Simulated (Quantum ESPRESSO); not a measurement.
## PbSe (Clausthalite) under changes of volume

One of the cells (28.671 Å³/atom); the others are scaled copies at fixed shape and fractional positions:

```
Pb Se
1.0
     0.00000    3.06065    3.06065
     3.06065    0.00000    3.06065
     3.06065    3.06065    0.00000
Pb Se
1 1
Direct
  0.00000 0.00000 0.00000
  0.50000 0.50000 0.50000
```

* Program: Quantum ESPRESSO 7.5
* Functional: PBE
* Dispersion: D3(BJ)
* Potentials or basis: PseudoDojo 0.4.1 SR PBE standard
* Cutoff: 1170 eV
* Density cutoff: 4680 eV
* k mesh: 8 × 8 × 8
* Occupations: fermi-dirac, width 0.05 eV
* Spin: no spin polarisation

| volume (Å³/atom) | energy over the lowest point (meV/atom) | pressure (GPa) | gap on the mesh (eV) |
| --- | --- | --- | --- |
| 26.951 | 24.67 | 4.2 | 0.07 |
| 27.524 | 11.90 | 2.9 | 0.15 |
| 28.097 | 3.82 | 1.6 | 0.23 |
| 28.671 | 0.00 | 0.5 | 0.30 |
| 29.244 | ? | ? | ? |
| 29.818 | 3.45 | -1.4 | 0.42 |
| 30.391 | 9.87 | -2.2 | 0.47 |

**Question.** What does the run at 29.244 Å³/atom give?

**Answer.** Energy over the lowest point 0.02 meV/atom; pressure -0.5 GPa; gap on the mesh 0.36 eV.

Worked out: A Birch-Murnaghan fit of order 3 (a polynomial in V^(-2/3)) to the other rows has its minimum at 28.95 Å³/atom with B0 = V·E''(V) = 51 GPa and B' = 4.6. It gives 0.02 meV/atom at 29.244 Å³/atom, against the run's 0.02, and -dE/dV = -0.5 GPa, against -0.5.

Energies are extrapolated to zero smearing.

Caveats: spin-orbit coupling is left out, which as a rule narrows the gap of such compounds by several tenths of an eV.

A mesh can miss the band edges.
